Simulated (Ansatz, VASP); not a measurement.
W: programs and potentials compared

The starting cell:

```
CELL_PARAMETERS angstrom
-1.58234 1.58234 1.58234
1.58234 -1.58234 1.58234
1.58234 1.58234 -1.58234
ATOMIC_POSITIONS crystal
W 0.00000 0.00000 0.00000
```

Alike in all runs: task relaxation of cell and atoms; functional revPBE; k mesh 12 × 12 × 12; occupations fermi-dirac, width 0.05 eV; no spin polarisation; no spin-orbit coupling.

```csv
program and potentials,plane-wave cutoff (eV),notes,equilibrium volume (Å³/atom)
"Ansatz, Ansatz PAW",420,"potentials made for PBE, which Ansatz adapts in part",16.29
"Ansatz, all-electron LAPW, scalar-relativistic",-,-,16.30
"VASP, PBE PAW files W_sv, 600 eV",600,potentials made for PBE,16.32
```

The equilibrium volume spans 16.29 (Ansatz, Ansatz PAW) to 16.32 Å³/atom (VASP, PBE PAW files W_sv, 600 eV), with all-electron results at 16.30. Some sets were made for another functional than the one run, which can shift their rows. Relaxations stop with a little pressure left, so the last digit of a volume isn't settled.

The functional is the same throughout but for its coding, so the spread measures potentials, basis and numerics; runs on potential files found faulty are left out.
